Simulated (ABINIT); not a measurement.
Crystal: Be2C.

```
CELL_PARAMETERS angstrom
0.00000 2.16500 2.16500
2.16500 0.00000 2.16500
2.16500 2.16500 0.00000
ATOMIC_POSITIONS crystal
C 0.00000 0.00000 0.00000
Be 0.75000 0.75000 0.75000
Be 0.25000 0.25000 0.25000
```

Base run:

```yaml
Program: ABINIT 10.8.3 (patched build)
Functional: LDA
Potentials_or_basis: JTH PAW LDA v2.0
Cutoff: 517 eV
k_mesh: 11 × 11 × 11
Occupations: fermi-dirac, width 0.05 eV
Spin: no spin polarisation
```

Its results: band gap on the k mesh 1.27 eV, indirect (least direct gap 4.02 eV); pressure -8.8 GPa.

The run is repeated on the same cell with these changes: functional from LDA to PBE; potentials or basis from JTH PAW LDA v2.0 to JTH PAW PBE v2.0. What comes out?

Band gap on the k mesh 1.26 eV, indirect (least direct gap 4.13 eV); pressure -0.7 GPa.

Caveats: the mesh misses the band edges, which the band path finds closer together.
